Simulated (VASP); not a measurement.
# TiPbO4 (Cmmm) in VASP: relaxation of cell and atoms with PBE

Aim: the relaxation of cell and atoms of TiPbO4 with PBE.

All numbers are computed with VASP 6.6.1; they aren't measurements. Logs are shortened: lines on timing, memory, paths and dates and some standing lists are left out, and cuts for length are marked.

### 1 The crystal as given

It takes space group Cmmm (No. 65, orthorhombic). Conventional cell: a = 4.773 Å, b = 8.272 Å, c = 3.868 Å, α = 90.00°, β = 90.00°, γ = 90.00°. Around Ti (site symmetry mmm) lie 8 O at 2.39 Å. Pb (site symmetry mmm) has 14 O at 2.73 to 3.07 Å and 4 Ti at 3.07 Å as nearest neighbours. Around O (site symmetry m2m) lie 4 O at 2.37 Å and 2 Ti at 2.39 Å. Around O (site symmetry 2/m) lie 6 O at 2.37 to 2.39 Å and 2 Ti at 2.39 Å.

The cell was built by a generator and needn't be a form met in nature.

### 2 Relaxation of cell and atoms, PBE

INCAR reads:

```
  PREC = Normal
  ENCUT = 520
  EDIFF = 1E-4
  ISMEAR = 0
  SIGMA = 0.15
  LREAL = False
  LASPH = True
  NELM = 60
  ALGO = Fast
  ISIF = 3
  LWAVE = False
  LCHARG = False
  GGA = PE
  IBRION = 2
  NSW = 24
  EDIFFG = -0.08
```

KPOINTS reads:

```
regular mesh
0
Gamma
  4 4 4
```

POSCAR reads:

```
TiPbO4
1.0
    2.3862978000     -4.1361701000      0.0000000000
    2.3862978000      4.1361701000      0.0000000000
    0.0000000000      0.0000000000      3.8676416900
Ti Pb O
1 1 4
Direct
    0.0000000000      0.0000000000      0.5000000000
    0.5000000000      0.5000000000      0.0000000000
    0.1700774500      0.8299225500      0.0000000000
    0.8299225500      0.1700774500      0.0000000000
    0.0000000000      0.5000000000      0.5000000000
    0.5000000000      0.0000000000      0.5000000000
```

Potentials or basis: VASP PAW PBE potentials, release 64 (Ti_sv, Pb_d, O).

The run is started by

```sh
cat potpaw_PBE.64/Ti_sv/POTCAR potpaw_PBE.64/Pb_d/POTCAR potpaw_PBE.64/O/POTCAR > POTCAR
mpirun -np 1 vasp_std > vasp.out
```

OUTCAR:

```text
PREC = Normal
   ENCUT = 520
   EDIFF = 1E-4
   ISMEAR = 0
   LREAL = False
   LASPH = True
   NELM = 60
   ISIF = 3
   GGA = PE
   IBRION = 2
   NSW = 24
   EDIFFG = -0.08

 ion  position               nearest neighbor table
   1  0.000  0.000  0.500-   5 2.39   6 2.39   5 2.39   6 2.39   3 2.39   4 2.39   3 2.39   4 2.39
                             2 3.07   2 3.07   2 3.07   2 3.07
   2  0.500  0.500  0.000-   3 2.73   4 2.73   3 2.77   4 2.77   3 2.77   4 2.77   1 3.07   1 3.07
                             1 3.07   1 3.07
   3  0.170  0.830  0.000-   1 2.39   1 2.39   2 2.73   2 2.77   2 2.77
   4  0.830  0.170  0.000-   1 2.39   1 2.39   2 2.73   2 2.77   2 2.77
   5  0.000  0.500  0.500-   1 2.39   1 2.39
   6  0.500  0.000  0.500-   1 2.39   1 2.39

  LATTYP: Found a base centered orthorhombic cell.
 ALAT       =     4.7725956000
 B/A-ratio  =     1.7333000517
 C/A-ratio  =     0.8103853781

  Lattice vectors:

 A1 = (   2.3862978000,  -4.1361701000,   0.0000000000)
 A2 = (   2.3862978000,   4.1361701000,   0.0000000000)
 A3 = (   0.0000000000,   0.0000000000,   3.8676416900)

Analysis of symmetry for initial positions (statically):
=====================================================================
 Subroutine PRICEL returns:
 Original cell was already a primitive cell.

 Routine SETGRP: Setting up the symmetry group for a
 base centered orthorhombic supercell.

 Subroutine GETGRP returns: Found  8 space group operations
 (whereof  8 operations were pure point group operations)
 out of a pool of  8 trial point group operations.

The static configuration has the point symmetry D_2h.

Analysis of symmetry for dynamics (positions and initial velocities):
=====================================================================
 Subroutine PRICEL returns:
 Original cell was already a primitive cell.

 Routine SETGRP: Setting up the symmetry group for a
 base centered orthorhombic supercell.

 Subroutine GETGRP returns: Found  8 space group operations
 (whereof  8 operations were pure point group operations)
 out of a pool of  8 trial point group operations.

The dynamic configuration has the point symmetry D_2h.

 Subroutine INISYM returns: Found  8 space group operations
 (whereof  8 operations are pure point group operations),
 and found     1 'primitive' translations

----------------------------------------------------------------------------------------

                                     Primitive cell

  volume of cell :      76.3483
[... 98 lines left out ...]
   NFREE  =      1    steps in history (QN), initial steepest desc. (CG)
   ISIF   =      3    stress and relaxation
   ISYM   =      2    0-nonsym 1-usesym 2-fastsym
   POTIM  = 0.5000    time-step for ionic-motion
   TEBEG  =    0.0;   TEEND  =   0.0 temperature during run
   PSTRESS=    0.0 pullay stress
   NELECT =      50.0000    total number of electrons
   NUPDOWN=      -1.0000    fix difference up-down
   EMIN   =  10.00;   EMAX   =-10.00  energy-range for DOS
   EFERMI =   0.00;   METHOD = LEGACY
   ISMEAR =     0;   SIGMA  =   0.15  broadening in eV -4-tet -1-fermi 0-gaus
   EFERMI_NEDOS =   21; number of points for ismear=-14 and -15
   IALGO  =     68    algorithm
   IMIX   =      4    mixing-type and parameters
     AMIX     =   0.40;   BMIX     =  1.00
     AMIX_MAG =   1.60;   BMIX_MAG =  1.00
  volume/ion in A,a.u.               =      12.72        85.87
  Fermi-wavevector in a.u.,A,eV,Ry     =   1.421669  2.686564 27.499306  2.021142
  Thomas-Fermi vector in A             =   2.542454
   LORBIT       =      0    0 simple, 1 ext, 2 COOP (PROOUT), +10 PAW based schemes
   GGA     = PE    functional components
   LHFCALC =     F    Hartree Fock is set to
   AEXX    =    0.0000 exact exchange contribution
   IVDW    =     0    specifies the selected vdW correction
   LEPSILON=     F    determine dielectric tensor
   LRPA    =     F    only Hartree local field effects (RPA)
 conjugate gradient relaxation of ions
 non-spin polarized calculation
 RMM-DIIS sequential band-by-band and
 Gauss-broadening in eV      SIGMA  =   0.15
  energy-cutoff  :      520.00
  volume of cell :       76.35
 maximum number of plane-waves:      2078
   NGX = 17   NGY = 17   NGZ = 15

--------------------------------------- Ionic step        1  -------------------------------------------

 number of electron      49.9999991 magnetization

 Free energy of the ion-electron system (eV)
  ---------------------------------------------------
  ext. energy  EPLUGINS =         0.00000000
  ---------------------------------------------------
  free energy    TOTEN  =       -32.57704818 eV

  energy without entropy =      -32.50385717  energy(sigma->0) =      -32.54045268

------------------------ aborting loop because EDIFF is reached ----------------------------------------

  FORCE on cell =-STRESS in cart. coord.  units (eV):
  Direction    XX          YY          ZZ          XY          YZ          ZX
  --------------------------------------------------------------------------------------
  -------------------------------------------------------------------------------------
  Total        4.0453907    -23.8110308     -1.1201003     -0.0000000      0.0000000      0.0000000
  in kB       84.8929823   -499.6771845    -23.5054326     -0.0000000      0.0000000      0.0000000
  external PRESSURE =    -146.0965449 kB  Pullay stress =       0.0000000 kB
[... 101 lines left out ...]
  FREE ENERGIE OF THE ION-ELECTRON SYSTEM (eV)
  ---------------------------------------------------
  free  energy   TOTEN  =       -37.3599288807 eV

  energy  without entropy=      -37.3269283666  energy(sigma->0) =      -37.34342862

[... ionic steps 4 to 10 ...]

--------------------------------------- Ionic step       11  -------------------------------------------

 number of electron      50.0000025 magnetization

------------------------ aborting loop because EDIFF is reached ----------------------------------------
[... 75 lines left out ...]
--------------------------------------- Ionic step       13  -------------------------------------------

 number of electron      50.0000028 magnetization

 Free energy of the ion-electron system (eV)
  ---------------------------------------------------
  ext. energy  EPLUGINS =         0.00000000
  ---------------------------------------------------
  free energy    TOTEN  =       -39.53545125 eV

  energy without entropy =      -39.53524761  energy(sigma->0) =      -39.53534943

 E-fermi :   6.8168     XC(G=0): -11.5019

 val. band max:        6.5718201098   @ k =   0.0000   0.0000   0.5000
 cond. band min:       7.0585540218   @ k =   0.0000   0.0000   0.0000
 fundamental gap:      0.4867339120
 Fermi energy:         6.8168386807

 k-point     1 :       0.0000    0.0000    0.0000
  band No.  band energies     occupation
      1     -51.4218      2.00000
      2     -27.7601      2.00000
      3     -27.6158      2.00000
      4     -27.4375      2.00000
      5     -16.3106      2.00000
      6     -10.8916      2.00000
[... 715 lines left out ...]
  FREE ENERGIE OF THE ION-ELECTRON SYSTEM (eV)
  ---------------------------------------------------
  free  energy   TOTEN  =       -39.5354512489 eV

  energy  without entropy=      -39.5352476060  energy(sigma->0) =      -39.53534943

 reached required accuracy - stopping structural energy minimisation
```

OSZICAR:

```text
N       E                     dE             d eps       ncg     rms          rms(c)
DAV:   1     0.657336950180E+03    0.65734E+03   -0.25703E+04  1260   0.199E+03
[... 191 lines left out ...]
       N       E                     dE             d eps       ncg     rms          rms(c)
DAV:   1    -0.395442112203E+02   -0.10917E-01   -0.54293E-01  1314   0.697E+00    0.614E-01
RMM:   2    -0.395376974131E+02    0.65138E-02   -0.18499E-02  1502   0.130E+00    0.335E-01
RMM:   3    -0.395353446219E+02    0.23528E-02   -0.13165E-02  1541   0.866E-01    0.958E-02
RMM:   4    -0.395353172243E+02    0.27398E-04   -0.21144E-03  1632   0.430E-01    0.420E-02
RMM:   5    -0.395354064543E+02   -0.89230E-04   -0.15633E-03  1400   0.240E-01    0.214E-02
RMM:   6    -0.395354512489E+02   -0.44795E-04   -0.65036E-04   995   0.147E-01
  13 F= -.39535451E+02 E0= -.39535349E+02  d E =-.201780E-01
```

CONTCAR:

```text
TiPbO4
   1.00000000000000
     2.7581294966008527   -3.0062351364203987    0.0000000000000000
     2.7581294966008527    3.0062351364203987    0.0000000000000000
     0.0000000000000000    0.0000000000000000    4.2308486021614984
  Ti              Pb              O
     1     1     4
Direct
     0.0000000000000000    0.0000000000000000    0.5000000000000000
     0.5000000000000000    0.5000000000000000    0.0000000000000000
     0.1211295184975883    0.8788704815024119    0.0000000000000000
     0.8788704815024119    0.1211295184975883    0.0000000000000000
     0.0000000000000000    0.5000000000000000    0.5000000000000000
     0.5000000000000000    0.0000000000000000    0.5000000000000000

  0.00000000E+00  0.00000000E+00  0.00000000E+00
  0.00000000E+00  0.00000000E+00  0.00000000E+00
  0.00000000E+00  0.00000000E+00  0.00000000E+00
  0.00000000E+00  0.00000000E+00  0.00000000E+00
  0.00000000E+00  0.00000000E+00  0.00000000E+00
  0.00000000E+00  0.00000000E+00  0.00000000E+00
```

It took 6.6 min on 1 thread of Intel Xeon Platinum 8375C at 2.90GHz (Ice Lake), shared host; peak memory 0.18 GiB.

What came out:

- Free energy: -39.5355 eV
- Relaxed volume: 11.69 Å³/atom
- Relaxed cell: a = 4.080 Å, b = 4.080 Å, c = 4.231 Å, α = 90.00°, β = 90.00°, γ = 94.93°
- Space group after relaxing (to 0.05 Å): Cmmm (No. 65)
- Energy gained by relaxing: 1159.7 meV/atom
- Ionic steps: 13
- Pressure after relaxing: 0.0 GPa
- Largest force after relaxing: 0.046 eV/Å
- Band gap on the k mesh: 0.49 eV, indirect (least direct gap 0.63 eV)

Forces in eV/Å, atoms in the order of the input:
```
Ti   0.000  0.000  0.000
Pb   0.000  0.000  0.000
O    0.000  0.046  0.000
O    0.000 -0.046  0.000
O    0.000  0.000  0.000
O    0.000  0.000  0.000
```

Stress tensor (GPa, compression positive):
```
-0.39  0.00  0.00
 0.00 -0.58  0.00
 0.00  0.00  0.98
```

Step by step:
```csv
step,energy change (eV),largest force (eV/Å),pressure (GPa),volume (Å³)
1,0.0000,2.3656,-14.61,76.35
2,-4.2145,1.2619,9.62,63.17
3,-4.7829,0.4138,43.00,56.66
4,-4.8504,1.1473,27.47,58.93
5,-4.8862,0.9181,33.10,58.01
6,-5.9010,2.0071,27.67,62.90
7,-5.9907,2.2372,27.22,61.85
8,-6.8435,0.9431,-6.95,73.20
9,-6.8742,1.2776,-2.80,71.17
10,-6.9358,0.6566,0.00,70.60
11,-6.9382,0.2750,-0.63,70.69
12,-6.9563,0.0579,-0.21,70.33
13,-6.9584,0.0461,0.01,70.16
```

Final structure:
```cif
data_structure
_symmetry_space_group_name_H-M 'P 1'
_symmetry_Int_Tables_number 1
_cell_length_a 4.0798
_cell_length_b 4.0798
_cell_length_c 4.2308
_cell_angle_alpha 90.000
_cell_angle_beta 90.000
_cell_angle_gamma 94.929
_cell_volume 70.16
loop_
_atom_site_label
_atom_site_type_symbol
_atom_site_fract_x
_atom_site_fract_y
_atom_site_fract_z
_atom_site_occupancy
Ti1 Ti 0.00000 0.00000 0.50000 1
Pb1 Pb 0.50000 0.50000 0.00000 1
O1 O 0.12113 0.87887 0.00000 1
O2 O 0.87887 0.12113 0.00000 1
O3 O 0.00000 0.50000 0.50000 1
O4 O 0.50000 0.00000 0.50000 1
```

Caveat: spin-orbit coupling is left out, which as a rule narrows the gap of such compounds by several tenths of an eV; the relaxation stopped at a loose force limit of 0.08 eV/Å, so its end isn't a converged minimum. A k mesh can miss the band edges.
